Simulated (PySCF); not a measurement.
# Which basis set comes closest?

Molecule: 1,3-Cyclohexadiene (SMILES C1=CCCC=C1).

Molfile (atoms numbered from 1):
```
C6H8
     RDKit          3D

 14 14  0  0  0  0  0  0  0  0999 V2000
    1.3700    0.6838   -0.3171 C   0  0  0  0  0  0  0  0  0  0  0  0
    0.2060    1.3090   -0.5630 C   0  0  0  0  0  0  0  0  0  0  0  0
   -1.0925    0.5619   -0.4469 C   0  0  0  0  0  0  0  0  0  0  0  0
   -1.0239   -0.5360    0.6119 C   0  0  0  0  0  0  0  0  0  0  0  0
    0.2586   -1.3144    0.5272 C   0  0  0  0  0  0  0  0  0  0  0  0
    1.3851   -0.7175    0.1019 C   0  0  0  0  0  0  0  0  0  0  0  0
    2.3215    1.2061   -0.4495 H   0  0  0  0  0  0  0  0  0  0  0  0
    0.1945    2.3455   -0.9132 H   0  0  0  0  0  0  0  0  0  0  0  0
   -1.9251    1.2489   -0.2307 H   0  0  0  0  0  0  0  0  0  0  0  0
   -1.3206    0.1126   -1.4350 H   0  0  0  0  0  0  0  0  0  0  0  0
   -1.0866   -0.0837    1.6226 H   0  0  0  0  0  0  0  0  0  0  0  0
   -1.8961   -1.2024    0.5273 H   0  0  0  0  0  0  0  0  0  0  0  0
    0.2766   -2.3507    0.8778 H   0  0  0  0  0  0  0  0  0  0  0  0
    2.3326   -1.2632    0.0867 H   0  0  0  0  0  0  0  0  0  0  0  0
  1  2  2  0
  2  3  1  0
  3  4  1  0
  4  5  1  0
  5  6  2  0
  6  1  1  0
  1  7  1  0
  2  8  1  0
  3  9  1  0
  3 10  1  0
  4 11  1  0
  4 12  1  0
  5 13  1  0
  6 14  1  0
M  END
```

Geometry PBE0-D3(BJ)/def2-SVP throughout; GIAO in PySCF 2.14, gas phase, one conformer, non-relativistic; equivalent atoms averaged; functional PBE0.

Reference values (measured; solution, not stated in the table (CDCl3 in this author's series); The use of chemical shift calculations in the conformational analysis of substituted benzenes, New J. Chem. 2019 (ESI)): δ(H9/H10/H11/H12) = 2.15 ppm. Computed shifts are taken against TMS, calculated as an isolated molecule at each level.

**Question.** How do the basis sets STO-3G, 6-31G, pcSseg-0, 6-31G*, def2-SVP, cc-pVDZ, pcSseg-1, 6-311+G(2d,p), aug-cc-pVDZ, def2-TZVP, IGLO-III, cc-pVTZ, pcSseg-2 perform against the reference? Times are CPU seconds on shared hosts with different chips, so compare them loosely.

**Answer.** 
```csv
basis set,functions,H9/H10/H11/H12,abs. error H,core-s
STO-3G,38,1.56,0.59,3.2
6-31G,70,2.20,0.05,5.9
pcSseg-0,70,2.16,0.01,4.9
6-31G*,100,2.09,0.06,8.4
def2-SVP,124,1.96,0.19,11
cc-pVDZ,124,2.07,0.08,10
pcSseg-1,142,2.11,0.04,13
"6-311+G(2d,p)",210,2.20,0.05,25
aug-cc-pVDZ,210,2.24,0.09,22
def2-TZVP,234,2.19,0.04,30
IGLO-III,290,2.21,0.06,35
cc-pVTZ,292,2.17,0.02,37
pcSseg-2,328,2.21,0.06,48
```

For 1H the closest is pcSseg-0 (0.01 ppm, with cc-pVTZ, pcSseg-1, def2-TZVP practically level) and the furthest STO-3G (0.59 ppm). Where a smaller basis beats a larger one, errors probably cancel; the largest sets show where the functional converges. One molecule is a small sample, and vibrational and solvent effects are absent from the calculation.

A small basis that lands close on one nucleus may do so by chance; judge by the trend and by all nuclei.
